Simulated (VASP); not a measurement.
# CdSe: convergence, self-consistent run

CdSe, P1 (no. 1), 4 atoms in the cell. PBE; PAW potentials Cd, Se (PBE set). VASP 6.6.1. The atoms are moved at random off their ideal places.

Wanted: energy within 1 meV/atom; forces within 0.005 eV/Å; pressure within 0.1 GPa.

POSCAR:
```
CdSe
1.0
    4.3000000000      0.0000000000      0.0000000000
   -2.1500000000      3.7239092363      0.0000000000
    0.0000000000      0.0000000000      7.0200000000
Cd Se
2 2
Direct
    0.6617200000      0.3354790000      0.5011110000
    0.3395130000      0.6653550000      0.0012150000
    0.6720470000      0.3327820000      0.8876350000
    0.3313380000      0.6707400000      0.3821300000
```

## One numerical tag moved

| One numerical tag moved | Energy less reference (meV/atom) | Forces, largest deviation (eV/Å) | Pressure (GPa) | SCF iterations | Time (s) |
|---|---|---|---|---|---|
| default | 0.0 | 0.0000 | 3.33 | 16 | 48 |
| LASYNC = T | 0.0 | 0.0000 | 3.33 | 16 | 47 |
| NDAV = 2 | 0.0 | 0.0000 | 3.33 | 16 | 47 |
| EBREAK = 0.0001 | 0.0 | 0.0000 | 3.33 | 17 | 45 |
| LMAXPAW = 0 | 0.0 | 0.0004 | 3.33 | 16 | 49 |
| DEPER = 0.6 | 0.0 | 0.0000 | 3.33 | 17 | 53 |
| LDIAG = F | 0.0 | 0.0000 | 3.33 | 14 | 52 |
| LCORR = F | 0.0 | 0.0000 | 3.33 | 16 | 51 |
| EBREAK = 1e-10 | 0.0 | 0.0000 | 3.33 | 16 | 50 |

Chosen: default; no other choice that stays within half of the tolerance saves 30 % of the time.

## The input

INCAR:
```
ALGO = Normal
EDIFF = 1E-7
ENCUT = 520
ISIF = 2
ISMEAR = 0
LASPH = True
LCHARG = False
LREAL = False
LWAVE = False
NELM = 100
PREC = Accurate
SIGMA = 0.02
```

KPOINTS:
```
k-points
0
Gamma
  6 6 3
```

Commands:
```
cat potpaw_PBE.64/Cd/POTCAR potpaw_PBE.64/Se/POTCAR > POTCAR
mpirun -np 1 vasp_std > vasp.out
```

The chosen input took VASP 6.6.1 48 s on 1 core (Intel Xeon 6975P-C (Granite Rapids)), a shared host.

## An input that fails: LMAXPAW = -1 without LASPH

It runs to its end, but against the unchanged starting input it is off by 1.7 meV/atom in the energy, 0.0023 eV/Å in the forces, 0.09 GPa in the pressure.

Changes against the starting input:
```
- LASPH = True
+ LASPH = False
+ LMAXPAW = -1
```
